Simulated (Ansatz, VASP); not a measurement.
# Se, level by level in two programs

```
CELL_PARAMETERS angstrom
4.39512 0.00000 0.00000
-2.19756 3.80628 0.00000
0.00000 0.00000 4.98641
ATOMIC_POSITIONS crystal
Se 0.77460 0.77460 0.00000
Se 0.00000 0.22540 0.66667
Se 0.22540 0.00000 0.33333
```

Change from the starting cell: volume scaled by 1.02.

Single points on this cell with VASP 6.6.1 and Ansatz 0.2.0. Each row is one pair of runs. Alike in all rows: spin: off; k mesh: 7 × 7 × 6; smearing: fermi-dirac, width 0.05 eV; VASP's potentials, cutoff: VASP PAW PBE potentials, release 64 (Se), 520 eV.

```csv
level,"Ansatz's potentials, cutoff","gap on the k mesh at the Fermi level (eV), VASP","gap on the k mesh at the Fermi level (eV), Ansatz","least direct gap on the mesh (eV), VASP","least direct gap on the mesh (eV), Ansatz","pressure (GPa), VASP","pressure (GPa), Ansatz"
PBE,"Ansatz PAW, 420 eV",1.20,1.21,1.45,1.46,1.7,1.6
PBE,"Ansatz PAW large core, 420 eV",1.20,1.20,1.45,1.45,1.7,1.6
PBE,"SPMS NC, 816 eV",1.20,1.19,1.45,1.44,1.7,1.6
PBE,"Ansatz PAW earlier set, 580 eV",1.20,1.22,1.45,1.46,1.7,1.6
PBE,"PseudoDojo standard (PBE files), 1170 eV",1.20,1.19,1.45,1.44,1.7,1.6
PBEsol,"Ansatz PAW, 420 eV",1.15,1.16,1.41,1.42,-0.7,-0.9
```

Gap on the k mesh at the fermi level (eV): the two programs differ by at most 0.018; least direct gap on the mesh (eV): the two programs differ by at most 0.019; pressure (GPa): the two programs differ by at most 0.17.

Caveats: an odd mesh through Γ misses points on the zone boundary, where band edges often lie (VASP); the PAW data sets were made with another functional, which shifts forces and pressure a little (VASP); odd divisions of the mesh miss points on the zone boundary, where band edges often lie, so the gap on the mesh can be too wide (Ansatz); this set keeps more shells in the core, which shifts pressures and gaps (Ansatz); the PAW data sets come from PBE, with cores solved anew for the run's functional, which leaves a small shift of forces and pressure (Ansatz).
